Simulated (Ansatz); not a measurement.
**BN: random displacements**

Method: DFT r2SCAN, scalar-relativistic, plane waves, PAW (Ansatz 0.2.0). Settings: plane waves to 500 eV, k-mesh 6×6×6 (Γ-centred), Gaussian smearing 0.05 eV. No spin polarisation. Energies are free energies at this smearing, counted from the undisturbed cell; pressure is positive in compression.

The starting cell (as given, not relaxed at this level):

```
B N
1.0
     3.62600    0.00000    0.00000
     0.00000   -3.62600    0.00000
     0.00000    0.00000   -3.62600
B N
4 4
Cartesian
  0.0000 -1.8130 -1.8130
  1.8130 0.0000 -1.8130
  1.8130 -1.8130 0.0000
  0.0000 0.0000 0.0000
  2.7195 -2.7195 -2.7195
  0.9065 -0.9065 -2.7195
  0.9065 -2.7195 -0.9065
  2.7195 -0.9065 -0.9065
```

The atoms are displaced (Å, in the unstrained cell):

```tsv
atom	ux	uy	uz
B1	-0.029	-0.165	-0.047
B2	0.050	-0.102	0.078
B3	-0.090	0.059	0.127
B4	0.060	0.166	-0.097
N5	-0.096	-0.049	0.002
N6	-0.003	-0.053	-0.097
N7	0.288	-0.098	-0.073
N8	-0.179	0.241	0.106
```

The cell is not strained.

(1) What are the energy change, the stress and the forces?

Results:

(1) ΔE = 816.2 meV/atom; stress (xx, yy, zz, yz, xz, xy; compression positive) (21.94, 25.06, 34.05, 5.61, -2.23, -28.66) GPa; gap on the mesh 2.79 eV.
```tsv
atom	Fx (eV/Å)	Fy	Fz
B1	1.48	2.95	-0.24
B2	-2.43	1.82	-8.47
B3	5.37	-2.88	-5.13
B4	-1.44	-3.77	1.28
N5	4.82	2.44	0.40
N6	-5.73	2.56	5.68
N7	-12.54	7.34	3.35
N8	10.49	-10.47	3.13
```

Cost: 1 run of about 0.23 core-minutes, on Intel Xeon 6975P-C (Granite Rapids) (shared hosts).